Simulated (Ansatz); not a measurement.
# ZnAu: where the electrons are

Aim: see in ZnAu how the density differs from that of free atoms, which states sit where, how charge passes between sublattices, how the density follows a moved atom and how compression changes the bonding charge. The geometry is as listed and is not relaxed.

Program: Ansatz 0.2.0. Level of theory: DFT PBE, scalar-relativistic, plane waves, PAW. These are calculated values, not measurements.

## 1. The starting structure

The structure is cubic, space group Pm-3m (No. 221). Conventional cell: a = 3.147 Å, b = 3.147 Å, c = 3.147 Å, α = 90.00°, β = 90.00°, γ = 90.00°. Around Zn (site symmetry m-3m) lie 8 Au at 2.73 Å. Around Au (site symmetry m-3m) lie 8 Zn at 2.73 Å.

Coordinates:

```
CELL_PARAMETERS angstrom
3.14700 0.00000 0.00000
0.00000 3.14700 0.00000
0.00000 0.00000 3.14700
ATOMIC_POSITIONS crystal
Zn 0.50000 0.50000 0.50000
Au 0.00000 0.00000 0.00000
```

The structure comes from the Crystallography Open Database.

## 2. The base run

input.yaml

```yaml
crystal:
  lattice:
    - [3.147, 0.0, 0.0]
    - [0.0, 3.147, 0.0]
    - [0.0, 0.0, 3.147]
  atoms:
    - { symbol: Zn, position: [0.5, 0.5, 0.5] }
    - { symbol: Au, position: [0.0, 0.0, 0.0] }
basis:
  ecutwfc: 420
  fft_grid_basis: typed
kpoints:
  mp_grid: { grid: [10, 10, 10] }
hamiltonian:
  xc: pbe
  pseudopotentials: { kind: paw }
scf:
  occupations: { method: gaussian, width: 0.05 }
output:
  forces: true
  stress: true
  eigenvalues: true
  bader: true
  write_density: true
  volumetric_format: npy
  elf: true
```

Started as:

```sh
ansatz run input.yaml --threads 1 --pin off --max-ram 2560MiB --backend cpu --events-out ev --progress --plain --runs-dir out
```

## 4. Densities by energy window

The windows are set from the levels of the base run, in eV from its Fermi level.

input.yaml: that of step 2 with these lines changed.

```diff
@@ -18,9 +18,26 @@
   occupations: { method: gaussian, width: 0.05 }
+  n_extra_bands: 6
 output:
   forces: true
-  stress: true
+  stress: false
   eigenvalues: true
-  bader: true
-  write_density: true
+  bader: false
+  write_density: false
   volumetric_format: npy
-  elf: true
+  band_densities:
+    - { e_range: [-0.25, 0.25] }
+    - { e_range: [-1.2, 0.0] }
+    - { e_range: [0.0, 1.2] }
+    - { e_range: [-10.69, -7.11] }
+    - { e_range: [-7.11, -3.56] }
+  dos:
+    e_range: [-30, 8]
+    de: 0.02
+    method: { smearing: { sigma: 0.03, scheme: gaussian } }
+    projected: { site_lists: { Au: [Au], Zn: [Zn] } }
+checkpoint:
+  read: start.run
+  write: ck
+  compress: false
+  write_wavefunctions: false
+  write_every: 100000
```

## 5. The crystal without its Zn atoms

The atoms left keep their places in the same cell.

input.yaml: that of step 2 with these lines changed.

```diff
@@ -6,3 +6,2 @@
   atoms:
-    - { symbol: Zn, position: [0.5, 0.5, 0.5] }
     - { symbol: Au, position: [0.0, 0.0, 0.0] }
@@ -17,3 +16,3 @@
 scf:
-  occupations: { method: gaussian, width: 0.05 }
+  occupations: { method: gaussian, width: 0.1 }
 output:
@@ -25,2 +24 @@
   volumetric_format: npy
-  elf: true
```

## 6. The Zn sublattice alone

The atoms left keep their places in the same cell.

input.yaml: that of step 2 with these lines changed.

```diff
@@ -7,3 +7,2 @@
     - { symbol: Zn, position: [0.5, 0.5, 0.5] }
-    - { symbol: Au, position: [0.0, 0.0, 0.0] }
 basis:
@@ -17,3 +16,3 @@
 scf:
-  occupations: { method: gaussian, width: 0.05 }
+  occupations: { method: gaussian, width: 0.1 }
 output:
@@ -25,2 +24 @@
   volumetric_format: npy
-  elf: true
```

## 7. Moving Au2 by 0.15 Å

The shift is (0.059, 0.021, 0.136) Å; all periodic copies of the atom move with it.

input.yaml: that of step 2 with these lines changed.

```diff
@@ -7,3 +7,3 @@
     - { symbol: Zn, position: [0.5, 0.5, 0.5] }
-    - { symbol: Au, position: [0.0, 0.0, 0.0] }
+    - { symbol: Au, position: [0.0188232704, 0.0065746578, 0.0432938498] }
 basis:
@@ -25,2 +25 @@
   volumetric_format: npy
-  elf: true
```

## 8. The cell at 90 % of its volume

Fractional coordinates and the k mesh are kept.

input.yaml: that of step 2 with these lines changed.

```diff
@@ -2,5 +2,5 @@
   lattice:
-    - [3.147, 0.0, 0.0]
-    - [0.0, 3.147, 0.0]
-    - [0.0, 0.0, 3.147]
+    - [3.0383950934, 0.0, 0.0]
+    - [0.0, 3.0383950934, 0.0]
+    - [0.0, 0.0, 3.0383950934]
   atoms:
```

(Steps that only read results are left out.)

What does the calculation give? Wanted: gap on the mesh; pressure; Bader charges; the states at the Fermi level; stiffness against the shift of Au2; at 90 % volume.

**Answer**, as computed:

| quantity | value |
| --- | --- |
| gap on the mesh | none (metal) |
| pressure | 4.7 GPa |
| Bader charges | Zn +0.58, Au -0.58 e |
| the states at the Fermi level | Au 6s (45 %), Zn 4s (35 %) and Au 5d (20 %) |
| stiffness against the shift of Au2 | 3.9 eV/Å² |
| at 90 % volume | 24.6 GPa, gap none (metal), Bader Zn +0.59, Au -0.59 e |

**Reading.** Au–Zn goes from 2.73 to 2.63 Å with the volume, and the deformation density at its midpoint from +0.03 to +0.04 e/Å³. The runs treat Au without spin-orbit coupling.
